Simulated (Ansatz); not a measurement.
Here is the system:

```xyz
6
Lattice="4.3841 0.0000 0.0000 0.0000 4.3841 0.0000 0.0000 0.0000 3.1873" Properties=species:S:1:pos:R:3 pbc="T T T"
Ru     2.1920     2.1920     1.5936
Ru     0.0000     0.0000     0.0000
O      3.5451     3.5451     1.5936
O      1.3530     3.0310     0.0000
O      3.0310     1.3530     0.0000
O      0.8390     0.8390     1.5936
```

No spin polarisation.

Calculations: Ansatz (a program for electronic structure) PBE, no spin-orbit coupling. Settings: 10×10×15 k-points, 0.05 eV Fermi–Dirac smearing.

Question: What is the computed band gap?

Answer: Zero.

Question: What is the computed pressure (mean of the normal stresses, compression positive)?

Answer: 9.3 GPa.

The cells carry an imposed strain or load. No phonon test of stability was made. No Hubbard U is applied, and correlation can decide whether such a compound is a metal. All final runs are without spin polarisation. The cell was made from RuO2 in the rutile structure (space group P4_2/mnm, No. 136) by this change: biaxial strain −3.08 %, plane normal [001], relaxed out of plane.
